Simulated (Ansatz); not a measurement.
# Pt: the order of phases, scalar-relativistic, part 3 of 3

Which of fcc, bcc, hcp is lowest for Pt, scalar-relativistic? The runs shown use PAW and LAPW.

Ansatz 0.2.0; DFT PBE; a cell built from a prototype (fcc type), not taken from measurement. Earlier steps stand in the parts before.

## Step 6: Hcp relaxed, PAW

The input, input.yaml:

```yaml
crystal:
  lattice:
    - [2.8157965965, 0.0, 0.0]
    - [-1.4078982983, 2.4385513845, 0.0]
    - [0.0, 0.0, 4.5615904864]
  atoms:
    - { symbol: Pt, position: [0.3333333333, 0.6666666667, 0.25] }
    - { symbol: Pt, position: [0.6666666667, 0.3333333333, 0.75] }
kpoints:
  mp_grid: { grid: [17, 17, 9] }
scf:
  occupations: { method: fermi_dirac, width: 0.05 }
hamiltonian:
  xc: pbe
  pseudopotentials: { kind: paw }
output:
  forces: true
  stress: true
relax:
  f_tol: 0.005
  max_steps: 40
  cell: {}
```

Command:

```
ansatz run input.yaml --threads 1 --pin off --max-ram 3072MiB --backend cpu --events-out ev --progress --plain --runs-dir out
```

The program printed:

```text
Engine: ansatz 0.2.0
Pseudopotentials: kind: paw
Pseudopotential: Pt, paw, valence charge 18, recommended cutoff 420 eV (normal)
Functional definition: PBE
  parameter kappa = 0.804
  parameter beta = 0.06672455060314922
  exchange = pbe_x(kappa = kappa, mu = beta*pi^2/3)
  correlation = pbe_c(beta = beta)
Crystal: 2 atoms, lattice volume = 31.322 Å³
Basis set: ecut = 420 eV, 615 PW (Γ), exchange–correlation on 40×40×64 points (8 copies of the dense FFT grid, shifted against one another)
Bands: 22, of which v1, the nominal top of the filled ones, is band 18 counted from 1 (17 counted from 0)
Symmetry: 24 space group operations
Space group: P63/mmc (ITA 194), of the structure as read, at distance tolerance 3.2e-5 Å
k-points: 165 of 2601
Non-local potential: Pt, projectors of the file, l = 0: 3, l = 1: 2, l = 2: 2, l = 3: 1
PAW form: soft (Blöchl's): semilocal exchange-correlation on the pseudo side does not see the compensation charge
PAW one-centre angular grid: Pt, 590 points (default); XC on 64 Gauss nodes
Initial density: superposition of atomic densities (neutral atoms: chi_scale 0, normalization atom), corrected by the library's trained network
Initial wavefunctions: pseudopotential atomic-orbital guess
Functional: x = pbe(κ = 0.804, μ = 0.2195149727645171), c = pbe(β = 0.06672455060314922)
SCF iter   1: F=—  HF=-25045.883042 eV  |F-HF|=—  |Δ(HF+E_count)|=         —  Δρ=5.52e-3  dr2=2.78e-3  ethr=1.77e-3  ⟨swp⟩=5.2  Hψ=14058  notcnv=0
preconditioner: auto → Kerker (q_TF=auto, 2.792 Å⁻¹)  [metal: Δε(μ)=0.002 eV  Ē_g=9.099 eV  σ=0.050 eV  W_gap=0.01  n_scr=10 (ndim 8)  ℏωp=29.7 eV  f_vac=0.000  D(μ)=4.85/eV (n_scr^D=84)]
SCF iter   2: F=—  HF=-25045.885927 eV  |F-HF|=—  |Δ(HF+E_count)|=   2.89e-3  Δρ=2.92e-3  dr2=8.00e-4  ethr=7.73e-6  ⟨swp⟩=2.0  Hψ=6455  notcnv=0
SCF iter   3: F=—  HF=-25045.886669 eV  |F-HF|=—  |Δ(HF+E_count)|=   7.42e-4  Δρ=4.02e-4  dr2=1.83e-5  ethr=2.22e-6  ⟨swp⟩=2.0  Hψ=5064  notcnv=0
SCF iter   4: F=—  HF=-25045.886686 eV  |F-HF|=—  |Δ(HF+E_count)|=   1.62e-5  Δρ=6.22e-5  dr2=8.62e-7  ethr=5.09e-8  ⟨swp⟩=2.0  Hψ=5084  notcnv=0
iter 5 did not close the SCF: its close was put off for the readings that it lacked (scf_convergence_deferred on its scf_iter line)
SCF iter   5: F=-25045.886686 eV  HF=-25045.886686 eV  |F-HF|=9.59e-9  |Δ(HF+E_count)|=   3.48e-7  Δρ=1.79e-5  dr2=8.61e-8  ethr=2.40e-9  ⟨swp⟩=2.2  Hψ=4866  notcnv=0
SCF iter   6: F=-25045.886686 eV  HF=-25045.886686 eV  |F-HF|=4.11e-10  |Δ(HF+E_count)|=   1.24e-9  Δρ=3.32e-6  dr2=2.60e-9  ethr=2.39e-10  ⟨swp⟩=2.2  Hψ=12371  notcnv=0
SCF 1 converged in 6 iterations: F = -25045.886686 eV  dr2 = 2.60e-9
relax step   1: F+E_penalty+E_count = -25045.88668594 eV  Δ(F+E_penalty+E_count) = +0.000e0 eV  max|allowed force component| = 8.327e-17 eV/Å  Δτ_max = 0.0000 Å  P = +1.391 GPa  Ω = 31.322 Å³  (6 SCF iters, dr2 threshold 1.00e-7 eV, accepted)
Crystal: 2 atoms, lattice volume = 31.774 Å³
Initial density: handed on by an earlier stage of this run
Initial wavefunctions: those handed on with the density
iter 1 solved again at ethr=5.21e-5 eV; its pass at ethr=3.10e-3 eV (dr2=1.88e-2 eV) is discarded
SCF iter   1: F=—  HF=-25045.934376 eV  |F-HF|=—  |Δ(HF+E_count)|=         —  Δρ=1.45e-2  dr2=1.74e-2  ethr=5.21e-5  ⟨swp⟩=2.0  Hψ=20240  notcnv=0
preconditioner: auto → Kerker (q_TF=auto, 2.786 Å⁻¹)  [metal: Δε(μ)=0.016 eV  Ē_g=8.998 eV  σ=0.050 eV  W_gap=0.08  n_scr=10 (ndim 8)  ℏωp=29.5 eV  f_vac=0.000  D(μ)=3.76/eV (n_scr^D=42)]
SCF iter   2: F=—  HF=-25045.930822 eV  |F-HF|=—  |Δ(HF+E_count)|=   3.55e-3  Δρ=6.89e-3  dr2=3.76e-3  ethr=4.82e-5  ⟨swp⟩=1.0  Hψ=3630  notcnv=0
SCF iter   3: F=—  HF=-25045.929999 eV  |F-HF|=—  |Δ(HF+E_count)|=   8.23e-4  Δρ=7.29e-4  dr2=4.94e-5  ethr=1.05e-5  ⟨swp⟩=1.9  Hψ=6105  notcnv=0
SCF iter   4: F=—  HF=-25045.929989 eV  |F-HF|=—  |Δ(HF+E_count)|=   1.07e-5  Δρ=1.15e-4  dr2=2.42e-6  ethr=1.37e-7  ⟨swp⟩=2.3  Hψ=6190  notcnv=0
iter 5 did not close the SCF: its close was put off for the readings that it lacked (scf_convergence_deferred on its scf_iter line)
SCF iter   5: F=-25045.929988 eV  HF=-25045.929988 eV  |F-HF|=7.20e-8  |Δ(HF+E_count)|=   1.61e-7  Δρ=2.85e-5  dr2=1.58e-7  ethr=6.72e-9  ⟨swp⟩=2.4  Hψ=5964  notcnv=0
SCF iter   6: F=-25045.929988 eV  HF=-25045.929988 eV  |F-HF|=2.66e-10  |Δ(HF+E_count)|=   4.19e-8  Δρ=3.67e-6  dr2=2.84e-9  ethr=4.38e-10  ⟨swp⟩=2.0  Hψ=12827  notcnv=0
SCF 2 converged in 6 iterations: F = -25045.929988 eV  dr2 = 2.84e-9
relax step   2: F+E_penalty+E_count = -25045.92998830 eV  Δ(F+E_penalty+E_count) = -4.330e-2 eV  max|allowed force component| = 9.252e-17 eV/Å  Δτ_max = 0.0000 Å  P = -2.156 GPa  Ω = 31.774 Å³  energy of the carried Pulay correction = -1.791e-4 eV  (6 SCF iters, dr2 threshold 2.00e-7 eV, accepted)
Crystal: 2 atoms, lattice volume = 31.209 Å³
Basis set: ecut = 420 eV, 599 PW (Γ), exchange–correlation on 40×40×64 points (8 copies of the dense FFT grid, shifted against one another)
iter 1 solved again at ethr=4.97e-6 eV; its pass at ethr=3.10e-3 eV (dr2=1.79e-3 eV) is discarded
SCF iter   1: F=—  HF=-25045.928695 eV  |F-HF|=—  |Δ(HF+E_count)|=         —  Δρ=3.78e-3  dr2=1.32e-3  ethr=4.97e-6  ⟨swp⟩=2.0  Hψ=19764  notcnv=0
preconditioner: auto → Kerker (q_TF=auto, 2.794 Å⁻¹)  [metal: Δε(μ)=0.006 eV  Ē_g=9.156 eV  σ=0.050 eV  W_gap=0.03  n_scr=10 (ndim 8)  ℏωp=29.7 eV  f_vac=0.000  D(μ)=3.45/eV (n_scr^D=36)]
SCF iter   2: F=—  HF=-25045.928492 eV  |F-HF|=—  |Δ(HF+E_count)|=   2.03e-4  Δρ=1.90e-3  dr2=3.36e-4  ethr=3.67e-6  ⟨swp⟩=1.0  Hψ=3630  notcnv=0
SCF iter   3: F=—  HF=-25045.928443 eV  |F-HF|=—  |Δ(HF+E_count)|=   4.86e-5  Δρ=2.11e-4  dr2=6.75e-6  ethr=9.34e-7  ⟨swp⟩=2.0  Hψ=5662  notcnv=0
SCF iter   4: F=—  HF=-25045.928428 eV  |F-HF|=—  |Δ(HF+E_count)|=   1.55e-5  Δρ=3.21e-5  dr2=1.90e-7  ethr=1.88e-8  ⟨swp⟩=2.4  Hψ=5800  notcnv=0
iter 5 did not close the SCF: its close was put off for the readings that it lacked (scf_convergence_deferred on its scf_iter line)
SCF iter   5: F=-25045.928428 eV  HF=-25045.928428 eV  |F-HF|=1.91e-9  |Δ(HF+E_count)|=   2.26e-8  Δρ=7.86e-6  dr2=1.81e-8  ethr=5.28e-10  ⟨swp⟩=1.5  Hψ=4879  notcnv=0
SCF iter   6: F=-25045.928428 eV  HF=-25045.928428 eV  |F-HF|=5.09e-11  |Δ(HF+E_count)|=  2.44e-10  Δρ=1.98e-6  dr2=8.47e-10  ethr=5.03e-11  ⟨swp⟩=1.6  Hψ=10262  notcnv=0
SCF 3 converged in 6 iterations: F = -25045.928428 eV  dr2 = 8.47e-10
relax step   3: F+E_penalty+E_count = -25045.92842768 eV  Δ(F+E_penalty+E_count) = +1.561e-3 eV  max|allowed force component| = 2.776e-17 eV/Å  Δτ_max = 0.0000 Å  P = +2.619 GPa  Ω = 31.209 Å³  energy of the carried Pulay correction = +7.100e-5 eV  (6 SCF iters, dr2 threshold 2.00e-7 eV, rejected (line search))
Crystal: 2 atoms, lattice volume = 31.508 Å³
Basis set: ecut = 420 eV, 597 PW (Γ), exchange–correlation on 40×40×64 points (8 copies of the dense FFT grid, shifted against one another)
iter 1 solved again at ethr=1.37e-6 eV; its pass at ethr=3.10e-3 eV (dr2=4.92e-4 eV) is discarded
SCF iter   1: F=—  HF=-25045.932705 eV  |F-HF|=—  |Δ(HF+E_count)|=         —  Δρ=2.44e-3  dr2=5.16e-4  ethr=1.37e-6  ⟨swp⟩=2.0  Hψ=20972  notcnv=0
preconditioner: auto → Kerker (q_TF=auto, 2.790 Å⁻¹)  [metal: Δε(μ)=0.013 eV  Ē_g=9.061 eV  σ=0.050 eV  W_gap=0.07  n_scr=10 (ndim 8)  ℏωp=29.6 eV  f_vac=0.000  D(μ)=3.80/eV (n_scr^D=42)]
SCF iter   2: F=—  HF=-25045.932631 eV  |F-HF|=—  |Δ(HF+E_count)|=   7.38e-5  Δρ=1.21e-3  dr2=1.26e-4  ethr=1.37e-6  ⟨swp⟩=1.0  Hψ=3630  notcnv=0
SCF iter   3: F=—  HF=-25045.932614 eV  |F-HF|=—  |Δ(HF+E_count)|=   1.72e-5  Δρ=1.35e-4  dr2=2.64e-6  ethr=3.49e-7  ⟨swp⟩=1.8  Hψ=4946  notcnv=0
SCF iter   4: F=—  HF=-25045.932598 eV  |F-HF|=—  |Δ(HF+E_count)|=   1.57e-5  Δρ=2.11e-5  dr2=8.51e-8  ethr=7.34e-9  ⟨swp⟩=2.6  Hψ=6271  notcnv=0
SCF iter   5: F=—  HF=-25045.932598 eV  |F-HF|=—  |Δ(HF+E_count)|=   3.61e-9  Δρ=5.06e-6  dr2=8.14e-9  ethr=2.36e-10  ⟨swp⟩=1.2  Hψ=4107  notcnv=0
SCF iter   6: F=—  HF=-25045.932598 eV  |F-HF|=—  |Δ(HF+E_count)|=  4.62e-10  Δρ=1.19e-6  dr2=3.19e-10  ethr=2.26e-11  ⟨swp⟩=2.5  Hψ=5240  notcnv=0
SCF iter   7: F=-25045.932598 eV  HF=-25045.932598 eV  |F-HF|=3.64e-12  |Δ(HF+E_count)|=  6.18e-11  Δρ=2.24e-7  dr2=1.11e-11  ethr=1.00e-12  ⟨swp⟩=5.7  Hψ=15987  notcnv=0
SCF 4 converged in 7 iterations: F = -25045.932598 eV  dr2 = 1.11e-11
relax step   4: F+E_penalty+E_count = -25045.93259787 eV  Δ(F+E_penalty+E_count) = -2.610e-3 eV  max|allowed force component| = 4.163e-17 eV/Å  Δτ_max = 0.0000 Å  P = -0.060 GPa  Ω = 31.508 Å³  energy of the carried Pulay correction = -6.266e-5 eV  (7 SCF iters, accepted)
Crystal: 2 atoms, lattice volume = 31.503 Å³
iter 1 solved again at ethr=2.06e-8 eV; its pass at ethr=3.10e-3 eV (dr2=7.40e-6 eV) is discarded
SCF iter   1: F=—  HF=-25045.932630 eV  |F-HF|=—  |Δ(HF+E_count)|=         —  Δρ=1.75e-4  dr2=2.38e-6  ethr=2.06e-8  ⟨swp⟩=2.0  Hψ=17352  notcnv=0
preconditioner: auto → Kerker (q_TF=auto, 2.790 Å⁻¹)  [metal: Δε(μ)=0.009 eV  Ē_g=9.062 eV  σ=0.050 eV  W_gap=0.04  n_scr=10 (ndim 8)  ℏωp=29.6 eV  f_vac=0.000  D(μ)=3.75/eV (n_scr^D=42)]
SCF iter   2: F=—  HF=-25045.932612 eV  |F-HF|=—  |Δ(HF+E_count)|=   1.75e-5  Δρ=8.50e-5  dr2=5.37e-7  ethr=6.62e-9  ⟨swp⟩=1.0  Hψ=3630  notcnv=0
iter 3 did not close the SCF: its close was put off for the readings that it lacked (scf_convergence_deferred on its scf_iter line)
SCF iter   3: F=-25045.932612 eV  HF=-25045.932612 eV  |F-HF|=2.63e-9  |Δ(HF+E_count)|=   8.10e-8  Δρ=8.73e-6  dr2=8.66e-9  ethr=1.49e-9  ⟨swp⟩=1.1  Hψ=3757  notcnv=0
iter 4 did not close the SCF: its close was put off for the readings that it lacked (scf_convergence_deferred on its scf_iter line)
SCF iter   4: F=-25045.932612 eV  HF=-25045.932612 eV  |F-HF|=1.02e-10  |Δ(HF+E_count)|=  6.00e-10  Δρ=1.17e-6  dr2=4.02e-10  ethr=2.40e-11  ⟨swp⟩=2.3  Hψ=6161  notcnv=0
iter 5 did not close the SCF: its close was put off for the readings that it lacked (scf_convergence_deferred on its scf_iter line)
SCF iter   5: F=-25045.932612 eV  HF=-25045.932612 eV  |F-HF|=7.28e-12  |Δ(HF+E_count)|=  5.46e-11  Δρ=2.68e-7  dr2=1.72e-11  ethr=1.12e-12  ⟨swp⟩=2.4  Hψ=5299  notcnv=0
SCF iter   6: F=-25045.932612 eV  HF=-25045.932612 eV  |F-HF|=0.00e0  |Δ(HF+E_count)|=    0.00e0  Δρ=3.91e-8  dr2=3.00e-13  ethr=1.00e-12  ⟨swp⟩=1.0  Hψ=7920  notcnv=0
SCF 5 converged in 6 iterations: F = -25045.932612 eV  dr2 = 3.00e-13
relax step   5: F+E_penalty+E_count = -25045.93261236 eV  Δ(F+E_penalty+E_count) = -1.449e-5 eV  max|allowed force component| = 1.064e-16 eV/Å  Δτ_max = 0.0000 Å  P = -0.004 GPa  Ω = 31.503 Å³  energy of the carried Pulay correction = -6.029e-5 eV  (6 SCF iters, dr2 threshold 3.79e-8 eV, accepted)
Initial wavefunctions: pseudopotential atomic-orbital guess (no wavefunctions were taken with the density)
iter 1 solved again at ethr=7.47e-9 eV; its pass at ethr=3.10e-3 eV (dr2=2.69e-6 eV) is discarded
SCF iter   1: F=—  HF=-25045.932591 eV  |F-HF|=—  |Δ(HF+E_count)|=         —  Δρ=1.21e-4  dr2=3.63e-7  ethr=7.47e-9  ⟨swp⟩=3.6  Hψ=25493  notcnv=0
preconditioner: auto → Kerker (q_TF=auto, 2.790 Å⁻¹)  [metal: Δε(μ)=0.009 eV  Ē_g=9.062 eV  σ=0.050 eV  W_gap=0.05  n_scr=10 (ndim 8)  ℏωp=29.6 eV  f_vac=0.000  D(μ)=3.75/eV (n_scr^D=42)]
SCF iter   2: F=—  HF=-25045.932580 eV  |F-HF|=—  |Δ(HF+E_count)|=   1.08e-5  Δρ=5.99e-5  dr2=7.51e-8  ethr=1.01e-9  ⟨swp⟩=1.0  Hψ=3633  notcnv=0
SCF iter   3: F=—  HF=-25045.932582 eV  |F-HF|=—  |Δ(HF+E_count)|=   1.83e-6  Δρ=7.77e-6  dr2=3.31e-9  ethr=2.09e-10  ⟨swp⟩=2.2  Hψ=5461  notcnv=0
iter 4 did not close the SCF: its close was put off for the readings that it lacked (scf_convergence_deferred on its scf_iter line)
SCF iter   4: F=-25045.932582 eV  HF=-25045.932582 eV  |F-HF|=3.64e-11  |Δ(HF+E_count)|=   2.07e-8  Δρ=5.50e-7  dr2=1.54e-11  ethr=9.20e-12  ⟨swp⟩=2.6  Hψ=6346  notcnv=0
iter 5 did not close the SCF: its close was put off for the readings that it lacked (scf_convergence_deferred on its scf_iter line)
SCF iter   5: F=-25045.932582 eV  HF=-25045.932582 eV  |F-HF|=2.18e-11  |Δ(HF+E_count)|=  2.18e-11  Δρ=6.71e-8  dr2=4.25e-13  ethr=1.00e-12  ⟨swp⟩=1.0  Hψ=3630  notcnv=0
iter 6 did not close the SCF: its close was put off for the readings that it lacked (scf_convergence_deferred on its scf_iter line)
SCF iter   6: F=-25045.932582 eV  HF=-25045.932582 eV  |F-HF|=1.46e-11  |Δ(HF+E_count)|=    0.00e0  Δρ=1.44e-8  dr2=2.29e-14  ethr=1.00e-12  ⟨swp⟩=1.0  Hψ=3630  notcnv=0
iter 7 did not close the SCF: its close was put off for the readings that it lacked (scf_convergence_deferred on its scf_iter line)
SCF iter   7: F=-25045.932582 eV  HF=-25045.932582 eV  |F-HF|=0.00e0  |Δ(HF+E_count)|=  1.46e-11  Δρ=2.04e-9  dr2=6.36e-16  ethr=1.00e-12  ⟨swp⟩=1.0  Hψ=3630  notcnv=0
SCF iter   8: F=-25045.932582 eV  HF=-25045.932582 eV  |F-HF|=3.64e-12  |Δ(HF+E_count)|=  3.64e-12  Δρ=3.44e-10  dr2=2.39e-17  ethr=1.00e-12  ⟨swp⟩=1.9  Hψ=8757  notcnv=0
SCF 6 converged in 8 iterations: F = -25045.932582 eV  dr2 = 2.39e-17
relax step   6: F+E_penalty+E_count = -25045.93258212 eV  Δ(F+E_penalty+E_count) = +3.025e-5 eV  max|allowed force component| = 1.203e-16 eV/Å  Δτ_max = 0.0000 Å  P = +0.002 GPa  Ω = 31.503 Å³  stress off target by 5.67e-3 GPa  SCF on the basis re-selected at this cell (its energy is not comparable with the rows above)  (8 SCF iters)
basis re-selected at this cell: Δ(F+E_penalty+E_count) = +3.025e-5 eV, ΔP = +0.007 GPa vs the last step (what re-selecting the basis moved, of the pressure what is left beyond the Pulay correction that the steps carried, after the strain that the cell walked since its last selection, with what the two solves' SCF thresholds leave and, on support functions, any second-order correction that the steps lacked; it is no measure of the basis error at this ecutwfc). This SCF's stress stands 5.67e-3 GPa from its target on what of the cell is left free (relax.cell.stress_tol is 5.00e-2 GPa) and its largest allowed force component is 1.20e-16 eV/Å (relax.f_tol is 5.00e-3 eV/Å): within both
SCF converged after 8 iterations
Free energy (F): -25045.932582 eV
Harris-Foulkes:  -25045.932582 eV  (|F-HF|=3.64e-12)
Internal energy: -25045.901848 eV  (E = F + TS)
E sigma→0 (E₀):  -25045.917215 eV
Entropy (-TS):   -0.030734 eV (-15.367 meV/atom)
Fermi energy:    22.042054 eV
--- Per-component energies (eV) ---
  E_band       = -296.751693
  E_kinetic    = 1273.977111
  E_local      = -3042.697600  (includes V_loc(G=0)·N_el)
  E_nonlocal   = 399.754831
  E_hartree    = 1126.953381
  E_xc         = -523.079441
  E_vxc        = -605.032566  (∫ρ·V_xc dr)
  E_paw        = -18907.848505  (= ΣΔE_a)
  E_vpaw       = -576.660634  (= ΣTr[D̂ρ^β])
  E_aug_tail   = 0.000403  (compensation charges beyond the density's cutoff)
  E_ewald      = -5372.962027
  E_smearing   = -0.030734  (= −TS)
  E_closure    = 0.000000  (closes the sum)
  Σ components = -25045.932582   (vs F -25045.932582, Δ=0.00e0)
--- Forces (eV/Å), atoms counted from 1 ---
  atom   1  Pt     0.00000000     0.00000000    -0.00000000
  atom   2  Pt    -0.00000000    -0.00000000     0.00000000
  max |Σ_I F_I| component: 3.70e-17 eV/Å
--- Stress (GPa, compression-positive) ---
        0.005670       0.000000       0.000000
        0.000000       0.005670       0.000000
        0.000000       0.000000      -0.004033
  P = ⅓ Tr σ = 0.0024 GPa (0.024 kbar)
--- Relaxed structure (5 steps of the walk, 4 accepted, 1 SCFs on fresh bases) ---
  F+E_penalty+E_count = -25045.93258212 eV   max|allowed force component| = 1.203e-16 eV/Å   (the final SCF, on the basis selected at the relaxed cell)
  cell:  # Å, volume = 31.5034 Å³
    - [2.7612459702797367, 2.8308223716752484e-11, -1.4183433630008553e-29]
    - [-1.380622985164384, 2.3913091563455087, -1.1980153721178993e-18]
    - [-2.2325201713277e-33, -2.2410253722059818e-18, 4.771074673290342]
  atoms:
    - { symbol: Pt, position: [0.3333333333333334, 0.6666666666666669, 0.25] }
    - { symbol: Pt, position: [0.6666666666666667, 0.33333333333333337, 0.7500000000000001] }
```

Run time: 12 s. Hardware: 1 thread of Intel Xeon 6975P-C (Granite Rapids), shared host; peak memory 0.4 GiB.

Relaxation path:

```
step  energy from step 1 (eV/cell)  largest force component (eV/Å)  pressure (GPa)  volume (Å³)
   1                        0.0000                          0.0000            1.39        31.32
   2                       -0.0433                          0.0000           -2.16        31.77
  3x                       -0.0417                          0.0000            2.62        31.21
   4                       -0.0459                          0.0000           -0.06        31.51
   5                       -0.0459                          0.0000            0.00        31.50
   6                       -0.0459                          0.0000            0.00        31.50
```

Step 1 is the start. Step 6 repeats the geometry before on a plane-wave basis chosen anew for that cell, so the energy can jump there without any move; the table keeps such jumps. 1 step was tried and not accepted (marked x).

| input's cell | before | after | change |
| --- | --- | --- | --- |
| a (Å) | 2.816 | 2.761 | -1.9 % |
| b (Å) | 2.816 | 2.761 | -1.9 % |
| c (Å) | 4.562 | 4.771 | +4.6 % |
| volume (Å³/atom) | 15.66 | 15.75 | +0.6 % |

## Step 7: Hcp relaxed, LAPW

The input, input.yaml:

```yaml
crystal:
  lattice:
    - [2.7612459703, 0.0, 0.0]
    - [-1.3806229852, 2.3913091564, 0.0]
    - [0.0, 0.0, 4.7710746733]
  atoms:
    - { symbol: Pt, position: [0.3333333333, 0.6666666667, 0.25] }
    - { symbol: Pt, position: [0.6666666667, 0.3333333333, 0.75] }
kpoints:
  mp_grid: { grid: [17, 17, 9] }
scf:
  occupations: { method: fermi_dirac, width: 0.05 }
hamiltonian:
  xc: pbe
  pseudopotentials: { kind: all_electron, lapw: { basis_error: 0.0005 } }
output:
  forces: true
  stress: true
  eigenvalues: true
  populations: true
relax:
  f_tol: 0.005
  max_steps: 25
  cell: {}
```

Command:

```
ansatz run input.yaml --threads 1 --pin off --max-ram 3072MiB --backend cpu --events-out ev --progress --plain --runs-dir out
```

The program printed, cut to the lines that bear on the results:

```text
[...]
Pt: projections on atomic orbitals take those of the free atom 1s2 2s2 2p6 3s2 3p6 3d10 4s2 4p6 4d10 4f14 5s2 5p6 5d9 6s1, of charge +0.00 (hamiltonian.pseudopotentials.projection_atoms)
LAPW: plane waves up to 9.096 Å⁻¹, error target 5.0e-4 eV per atom; small_component_spin mean_spin; Pt in spheres of 1.339 Å, 42 of its electrons in bands, Dirac shells []
[...]
[... 1 set-up line as earlier in the session ...]
[...]
  cell:  # Å, volume = 31.4995 Å³
    - [2.760824398374549, 2.886313788172387e-11, 0.0]
    - [-1.3804121992122704, 2.3909440643658164, 0.0]
    - [0.0, 0.0, 4.771951025895705]
  atoms:
    - { symbol: Pt, position: [0.33333333333333326, 0.6666666666666667, 0.25] }
    - { symbol: Pt, position: [0.6666666666666665, 0.33333333333333337, 0.75] }
--- Löwdin populations: 2 sites ---
  site symbol       q [e]
     0     Pt     77.8622
     1     Pt     77.8622
  spilling = 0.001767 (of n_electrons = 156.000000)
```

Wall time 1.7 min (1 thread of Intel Xeon 6975P-C (Granite Rapids), shared host); peak memory 0.87 GiB.

The steps of the relaxation:

```
step  energy from step 1 (eV/cell)  largest force component (eV/Å)  pressure (GPa)  volume (Å³)
   1                        0.0000                          0.0000           -0.04        31.50
   2                        0.0000                          0.0000            0.06        31.49
   3                        0.0000                          0.0000            0.00        31.50
   4                        0.0000                          0.0000            0.00        31.50
```

Step 1 is the start. Step 4 repeats the geometry before on a plane-wave basis chosen anew for that cell, so the energy can jump there without any move; the table keeps such jumps.

| input's cell | before | after | change |
| --- | --- | --- | --- |
| a (Å) | 2.761 | 2.761 | -0.0 % |
| b (Å) | 2.761 | 2.761 | -0.0 % |
| c (Å) | 4.771 | 4.772 | +0.0 % |
| volume (Å³/atom) | 15.75 | 15.75 | -0.0 % |

Result: pressure 0.00 GPa; no gap.

## Step 8: Side by side

Free energy per atom, from each method's lowest phase:

| method | start | space group, start → end | volume (Å³/atom) | pressure (GPa) | free energy (meV/atom) |
| --- | --- | --- | --- | --- | --- |
| LAPW | fcc | Fm-3m → Fm-3m | 15.647 | 0.0 | 0.0 |
| LAPW | bcc | Im-3m → Im-3m | 15.822 | 0.0 | 93.8 |
| LAPW | hcp | P6_3/mmc → P6_3/mmc | 15.750 | 0.0 | 53.4 |
| PAW | fcc | Fm-3m → Fm-3m | 15.647 | 0.0 | 0.0 |
| PAW | bcc | Im-3m → Im-3m | 15.822 | 0.0 | 93.5 |
| PAW | hcp | P6_3/mmc → P6_3/mmc | 15.752 | 0.0 | 53.5 |

## Step 9: Summary of results

The summary covers parts 1 to 3.

| quantity | value |
| --- | --- |
| lowest (LAPW) | fcc, 53.4 meV/atom under hcp |
| lowest (PAW) | fcc, 53.5 meV/atom under hcp |

By LAPW the order is fcc < hcp < bcc. By PAW the order is fcc < hcp < bcc. The methods agree on the lowest phase. Only these structures were tried, with electrons smeared by 0.05 eV and without vibrations, so the true ground state may be another. The k meshes differ between phases and weren't tested, which can move differences by some meV. Spin-orbit coupling is left out, though the cell holds Pt; in elements this heavy it can shift bands and gaps by tenths of an eV.
